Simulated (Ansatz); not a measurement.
## SnSe: changing the choice of potentials or basis

The structure is cubic, space group Fm-3m (No. 225). Conventional cell: a = 6.020 Å, b = 6.020 Å, c = 6.020 Å, α = 90.00°, β = 90.00°, γ = 90.00°. Sn (site symmetry m-3m) has 6 Se at 3.01 Å as nearest neighbours. Around Se (site symmetry m-3m) lie 6 Sn at 3.01 Å.

Measurements of this composition are mostly on another form, of space group No. 62.

Kept alike: task equation of state; functional PBEsol; k mesh 8 × 8 × 8; occupations fermi-dirac, width 0.05 eV; no spin polarisation. Program: Ansatz. Cutoffs run from 420 to 1415 eV. The mesh is that of the run's cell of 2 atoms. No spin-orbit coupling.

| choice of potentials or basis | volume (Å³/atom) | bulk modulus (GPa) |
| --- | --- | --- |
| Ansatz PAW (files of its older set among them) (made for PBE) | 26.270 | 56.2 |
| Ansatz PAW (made for PBE) | 26.270 | 56.2 |
| PseudoDojo standard (made for PBE) | 26.246 | 56.4 |
| PseudoDojo stringent (made for PBE) | 26.304 | 56.0 |

Volume and modulus come from cells scaled at fixed shape and fractions.

Question: What does the choice of potentials or basis change here?

Answer: The volume runs from 26.246 (PseudoDojo standard (made for PBE)) to 26.304 Å³/atom (PseudoDojo stringent (made for PBE)). The bulk modulus runs from 56.0 (PseudoDojo stringent (made for PBE)) to 56.4 GPa (PseudoDojo standard (made for PBE)).

The potentials hardly matter for the equation of state of rocksalt SnSe. The two PseudoDojo sets bracket the PAW results, so the small spread doesn't separate PAW from norm-conserving potentials as classes. It probably reflects details of core radii and projectors. Across all rows, a larger equilibrium volume goes with a lower bulk modulus, as expected when slightly longer Sn–Se contacts weaken the restoring force against compression. All four volumes lie below that of the listed cell, by far more than they differ from one another.

The bonding is polar and largely p-derived, with the Sn 5s electrons forming a filled lone-pair shell. At the cubic site, inversion symmetry forbids the on-site s–p mixing that would make this lone pair stereochemically active, whereas the layered orthorhombic form allows it. Uniform scaling keeps that symmetry, so the positive bulk modulus shows resistance to compression but not stability against off-centre displacements.
